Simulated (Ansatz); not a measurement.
A single-point calculation of zincblende SiC with Ansatz 0.2.0, at the level HSE06. The cell was relaxed with r2SCAN and then strained (isotropic +4.0 % on every length), with the atoms relaxed again with r2SCAN; k points keep the names of the unstrained zone.

Input (YAML):
```yaml
crystal:
  lattice:
    - [0.0, 2.2651744388, 2.2651744388]
    - [2.2651744388, 0.0, 2.2651744388]
    - [2.2651744388, 2.2651744388, 0.0]
  atoms:
    - { symbol: Si, position: [0.0, 0.0, 0.0] }
    - { symbol: C, position: [0.25, 0.25, 0.25] }
kpoints:
  mp_grid: { grid: [8, 8, 8] }
  band_path:
    path:
      - [0.0, 0.0, 0.0]
      - [-0.5, -0.5, 0.0]
      - [-0.375, -0.375, 0.25]
      - [-0.375, 0.0, 0.375]
      - [0.0, 0.0, 0.5]
      - [-0.5, -0.25, 0.25]
    npoints: 1
hamiltonian:
  xc: hse06
scf:
  occupations: { method: fixed }
  n_extra_bands: 4
output:
  forces: true
  stress: true
  eigenvalues: true
```

Main lines of the log:
```
Pseudopotential: Si, paw, valence charge 4, recommended cutoff 420 eV (normal)
Pseudopotential: C, paw, valence charge 4, recommended cutoff 420 eV (normal)
Functional definition: HSE06
Crystal: 2 atoms, lattice volume = 23.245 Å³
Basis set: ecut = 420 eV, 459 PW (Γ)
Bands: 8, of which v1, the nominal top of the filled ones, is band 4 counted from 1 (3 counted from 0)
Symmetry: 24 space group operations
Space group: F-43m (ITA 216)
k-points: 29 of 512 (time reversal used)
Exchange kernel: α = 0.2500, screened, ω = 0.2079 Å⁻¹, Wigner–Seitz truncation, v(0) = 1046.8245 eV·Å³, q-mesh 8×8×8
preconditioner: auto → none  [insulator: Δε(μ)=2.250 eV  ℏωp=21.8 eV]
hybrid outer 1: dexx = +2.775e-3 eV, tail = 7.36e-6 eV
hybrid outer 2: dexx = +3.655e-8 eV, tail = 1.33e-8 eV, Δε = 1.46e-3 eV
hybrid SCF converged: 2 outer / 8 inner (+2 warm-up)
Free energy (F): -887.583588 eV
Fermi energy:    7.506319 eV
--- Forces (eV/Å), atoms counted from 1 ---
  atom   1  Si      0.00000      0.00000      0.00000
  atom   2  C       0.00000      0.00000      0.00000
--- Stress (GPa, compression-positive) ---
      -22.485955       0.000000       0.000000
        0.000000     -22.485955       0.000000
        0.000000       0.000000     -22.485955
  P = ⅓ Tr σ = -22.4860 GPa (-224.860 kbar)
--- Band table (eV; the first three rows and the last of 29) ---
  k-point 0: bands = [-8.5433, 7.5063, 7.5063, 7.5063, 13.5737, 15.2710, 15.2710, 15.2710]
  k-point 1: bands = [-8.2417, 5.9277, 7.2947, 7.2947, 14.0261, 15.6327, 15.6327, 15.6621]
  k-point 2: bands = [-7.3641, 3.0125, 6.8639, 6.8639, 13.6221, 15.9812, 15.9812, 17.2895]
  k-point 28: bands = [-3.5107, -0.0042, 2.6056, 2.9114, 13.6250, 17.2331, 17.4023, 17.9711]
```

The rows of the band table are 0: (0, 0, 0) = Γ, 1: (0, 0, 1/8), 2: (0, 0, 1/4), 28: (1/4, -1/2, -1/4) = W.

Levels at the listed points, from bands.tsv (eV from the Fermi energy, bands near the gap, counted from 0):
```tsv
# k_distance	band_0	band_1	band_2	band_3	band_4	band_5	band_6	band_7
# fermi_ev = 7.506319
# [0, 0, 0] at k_distance = 0.000000
# [-0.5, -0.5, 0] at k_distance = 1.386910
# [-0.375, -0.375, 0.25] at k_distance = 1.877256
# [-0.375, 0, 0.375] at k_distance = 2.726562
# [0, 0, 0.5] at k_distance = 3.575867
# [-0.5, -0.25, 0.25] at k_distance = 4.556560
# levels_relative_to = fermi_ev
0.000	-16.050	0.000	0.000	0.000	6.067	7.765	7.765	7.765
1.387	-11.205	-8.171	-3.253	-3.253	2.286	4.925	14.514	14.514
1.877	-11.233	-7.692	-5.445	-2.657	3.939	8.343	12.451	12.863
2.727	-11.233	-7.692	-5.445	-2.657	3.939	8.343	12.451	12.863
3.576	-12.639	-8.700	-1.124	-1.124	5.516	7.964	7.964	10.849
4.557	-11.017	-7.510	-4.901	-4.595	6.119	9.727	9.896	10.465
```
In order the rows are Γ, X, U, K, L, W.

The HSE06 gap is indirect, 2.29 eV (Γ to X), below the direct gap of 5.54 eV at X. At this geometry HSE06 finds -22.5 GPa, compression counted positive: its own equilibrium volume is smaller. (The program warns that its thresholds are loose for a hybrid's stress.)

Spin-unpolarised throughout; all numbers are computed.

The meshes of the hybrids are coarse, so their gaps aren't converged to the digits shown.
